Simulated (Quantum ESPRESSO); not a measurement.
CdS, 4 atoms in the cell. The typed cell holds 4 atoms: a = 3.898 Å, b = 5.511 Å, c = 3.898 Å, α = 90.00°, β = 90.00°, γ = 90.00°. The cell comes from a database or a generator and needn't be the stable form of this composition.

* Program: Quantum ESPRESSO 7.5
* Task: single point
* Functional: PBE
* Potentials or basis: SSSP 1.3 efficiency PBE
* Cutoff: 816 eV
* Density cutoff: 6531 eV
* k mesh: 7 × 5 × 7
* Occupations: fermi-dirac, width 0.05 eV
* Spin: no spin polarisation
* Mixing beta: 0.5
* Most SCF iterations: 120
* SCF threshold: 8e-10 Ry

Potentials or basis: SSSP 1.3 efficiency PBE.

Command:

```console
$ OMP_NUM_THREADS=1 python run.py
```

Hardware: 1 thread of Intel(R) Xeon(R) Platinum 8375C CPU @ 2.90GHz (Ice Lake), on a shared host.

Task: How long does it take, and how much memory?

Result: It took 3.5 min on 1 thread of Intel(R) Xeon(R) Platinum 8375C CPU @ 2.90GHz (Ice Lake), with other jobs on the host, peak memory 0.6 GiB. Counts: scf iterations 11, k pools 1, bands 26, k points 123, g dense 100357.
